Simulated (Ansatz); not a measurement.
Crystal: GaN.

```xyz
4
Lattice="3.1800 0.0000 0.0000 -1.5900 2.7540 0.0000 0.0000 0.0000 5.1660" Properties=species:S:1:pos:R:3 pbc="T T T"
Ga    1.5900    0.9180    2.5830
Ga    0.0000    1.8360    0.0000
N     1.5900    0.9180    4.5203
N     0.0000    1.8360    1.9373
```

A run of Ansatz 0.2.0 on this cell left the log below. Logs are shortened: lines on timing, memory, paths and dates and some standing lists are left out, and cuts for length are marked.

```text
Warning: RAYON_NUM_THREADS=2 ignored (pool sized by the plan → 2); use --threads N
Engine: ansatz 0.2.0, aarch64-unknown-linux-gnu
Pseudopotentials: kind: paw
Pseudopotential: Ga, paw, valence charge 13, recommended cutoff 420 eV (normal), Ga.paw.azcp
Pseudopotential: N, paw, valence charge 5, recommended cutoff 420 eV (normal), N.paw.azcp
Functional definition: PBE
  parameter kappa = 0.804
  parameter beta = 0.06672455060314922
  exchange = pbe_x(kappa = kappa, mu = beta*pi^2/3)
  correlation = pbe_c(beta = beta)
Crystal: 4 atoms, lattice volume = 45.242 Å³
Basis set: ecut = 420 eV, 881 PW (Γ), exchange–correlation on 48×48×72 points (8 copies of the dense FFT grid, shifted against one another)
Bands: 22, of which v1, the nominal top of the filled ones, is band 18 counted from 1 (17 counted from 0)
Symmetry: 12 space group operations
Space group: P63mc (ITA 186), of the structure as read, at distance tolerance 3.6e-5 Å
k-points: 42 of 500 (time reversal used)
Non-local potential: Ga, projectors of the file, l = 0: 2, l = 1: 2, l = 2: 3, l = 3: 1
Non-local potential: N, projectors of the file, l = 0: 2, l = 1: 2, l = 2: 1
PAW form: soft (Blöchl's): semilocal exchange-correlation on the pseudo side does not see the compensation charge
PAW one-centre angular grid: Ga, 590 points (default); XC on 64 Gauss nodes
PAW one-centre angular grid: N, 110 points (default); XC on 64 Gauss nodes
Initial density: superposition of atomic densities (neutral atoms: chi_scale 0, normalization atom), corrected by the library's trained network
Initial wavefunctions: pseudopotential atomic-orbital guess
Functional: x = pbe(κ = 0.804, μ = 0.2195149727645171), c = pbe(β = 0.06672455060314922)
SCF iter   1: F=—  HF=-8335.795572 eV  |F-HF|=—  |Δ(HF+E_count)|=         —  Δρ=8.48e-4  dr2=1.83e-4  ethr=1.77e-3  ⟨swp⟩=5.1  Hψ=3699  notcnv=0
preconditioner: auto → Resta (q_TF=auto, 2.626 Å⁻¹)  ε∞=5.0  [insulator: Δε(μ)=1.958 eV  Ē_g=16.647 eV  σ=0.050 eV  W_gap=1.00  n_scr=22 (ndim 8)  ℏωp=33.1 eV  f_vac=0.008  D(μ)=0.00/eV (n_scr^D=0)  ε∞_Penn≈5.0]
SCF iter   2: F=—  HF=-8335.796187 eV  |F-HF|=—  |Δ(HF+E_count)|=   6.15e-4  Δρ=4.03e-4  dr2=2.57e-5  ethr=5.08e-7  ⟨swp⟩=2.2  Hψ=2026  notcnv=0
SCF iter   3: F=—  HF=-8335.796301 eV  |F-HF|=—  |Δ(HF+E_count)|=   1.15e-4  Δρ=1.87e-4  dr2=6.69e-6  ethr=7.13e-8  ⟨swp⟩=2.0  Hψ=1613  notcnv=0
SCF iter   4: F=—  HF=-8335.796329 eV  |F-HF|=—  |Δ(HF+E_count)|=   2.72e-5  Δρ=5.63e-5  dr2=9.62e-7  ethr=1.86e-8  ⟨swp⟩=2.0  Hψ=1659  notcnv=0
iter 5 did not close the SCF: its close was put off for the readings that it lacked (scf_convergence_deferred on its scf_iter line)
SCF iter   5: F=-8335.796332 eV  HF=-8335.796331 eV  |F-HF|=2.27e-7  |Δ(HF+E_count)|=   2.72e-6  Δρ=1.82e-5  dr2=9.27e-8  ethr=2.67e-9  ⟨swp⟩=2.0  Hψ=1676  notcnv=0
SCF iter   6: F=-8335.796332 eV  HF=-8335.796332 eV  |F-HF|=3.44e-9  |Δ(HF+E_count)|=   2.46e-7  Δρ=4.55e-6  dr2=8.42e-9  ethr=2.57e-10  ⟨swp⟩=5.0  Hψ=5410  notcnv=0
SCF 1 converged in 6 iterations: F = -8335.796332 eV  dr2 = 8.42e-9
  greatest PAW one-centre occupation: 0.995 electrons in one spin orbital (limit 2), on the Ga atom at site 1 (counted from 0), in its partial waves of l = 2
SCF converged after 6 iterations
Free energy (F): -8335.796332 eV
Harris-Foulkes:  -8335.796332 eV  (|F-HF|=3.44e-9)
Internal energy: -8335.796332 eV  (E = F + TS)
E sigma→0 (E₀):  -8335.796332 eV
Fermi energy:    10.870362 eV
--- Per-component energies (eV) ---
  E_band       = -5.329025
  E_kinetic    = 495.402260
  E_local      = -3888.975750  (includes V_loc(G=0)·N_el)
  E_nonlocal   = 948.898205
  E_hartree    = 1791.443278
  E_xc         = -257.979867
  E_vxc        = -268.793731  (∫ρ·V_xc dr)
  E_paw        = -4240.757783  (= ΣΔE_a)
  E_vpaw       = -874.746497  (= ΣTr[D̂ρ^β])
  E_aug_tail   = 0.000054  (compensation charges beyond the density's cutoff)
  E_ewald      = -3183.826728
  E_smearing   = -0.000000  (= −TS)
  E_closure    = -0.000000  (closes the sum)
  Σ components = -8335.796332   (vs F -8335.796332, Δ=0.00e0)
--- Forces (eV/Å), atoms counted from 1 ---
  atom   1  Ga     0.00000000    -0.00000000    -0.13702268
  atom   2  Ga     0.00000000     0.00000000    -0.13702268
  atom   3  N      0.00000000    -0.00000000     0.13701352
  atom   4  N      0.00000000     0.00000000     0.13701352
  max |Σ_I F_I| component: 1.83e-5 eV/Å
--- Stress (GPa, compression-positive) ---
        6.577590      -0.000000      -0.000000
        0.000000       6.577590       0.000000
       -0.000000       0.000000       8.729205
  P = ⅓ Tr σ = 7.2948 GPa (72.948 kbar)
--- Band table (eV; the first three rows and the last of 42) ---
  k-point 0: bands = ["-6.2153", "-5.2787", "-3.6527", "-3.6314", "-3.6314", "-3.5673", "-3.5673", "-3.3756", "-3.3756", "-3.2739", "-3.2739", "-2.0134", "2.7083", "8.7901", "8.7901", "9.7923", "9.8518", "9.8518", "11.8162", "14.1547", "19.1049", "19.7819"]
  k-point 1: bands = ["-6.0980", "-5.3256", "-3.6291", "-3.6291", "-3.6194", "-3.5770", "-3.5770", "-3.3623", "-3.3623", "-3.2803", "-3.2803", "-2.4085", "3.4303", "8.7233", "8.8869", "8.8869", "9.7460", "9.7460", "12.6954", "14.2293", "18.8382", "19.8261"]
  k-point 2: bands = ["-5.8039", "-5.4982", "-3.6189", "-3.6189", "-3.5988", "-3.5988", "-3.4659", "-3.3316", "-3.3316", "-3.3004", "-3.3004", "-3.0599", "5.0454", "6.9256", "9.1444", "9.1444", "9.4727", "9.4727", "13.8071", "14.2842", "18.4036", "18.6576"]
  k-point 41: bands = ["-5.1301", "-5.1127", "-3.5389", "-3.5172", "-3.5034", "-3.4518", "-3.3649", "-3.3624", "-3.3257", "-3.3164", "-1.6983", "-1.5757", "3.6401", "3.7702", "5.4373", "6.1817", "8.0379", "8.3346", "16.1734", "16.2086", "17.2010", "17.7092"]
```

Problem. Write the input and the command behind it.

Solution. Single point with PBE, no spin polarisation. The files as run (others can give the same):

input.yaml
```yaml
crystal:
  lattice:
    - [3.18, 0.0, 0.0]
    - [-1.59, 2.753960784, 0.0]
    - [0.0, 0.0, 5.166]
  atoms:
    - { symbol: Ga, position: [0.6666666667, 0.3333333333, 0.5] }
    - { symbol: Ga, position: [0.3333333333, 0.6666666667, 0.0] }
    - { symbol: "N", position: [0.6666666667, 0.3333333333, 0.875] }
    - { symbol: "N", position: [0.3333333333, 0.6666666667, 0.375] }
hamiltonian:
  xc: pbe
  pseudopotentials: { kind: paw }
kpoints:
  mp_grid: { grid: [10, 10, 5] }
scf:
  occupations: { method: fermi_dirac, width: 0.05 }
output:
  forces: true
  stress: true
  eigenvalues: true
  write_density: true
  write_potential: true
  elf: true
  volumetric_format: npy
```

Potentials or basis: Ansatz PAW.
Command:
```bash
$ ansatz run input.yaml --threads 2 --pin off --max-ram 5120MiB --backend cpu --events-out ev --progress --plain --runs-dir out
```

Caveat: odd divisions of the mesh miss points on the zone boundary, where band edges often lie, so the gap on the mesh can be too wide; the pressure holds a Pulay correction of +0.5 GPa for the finite cutoff.
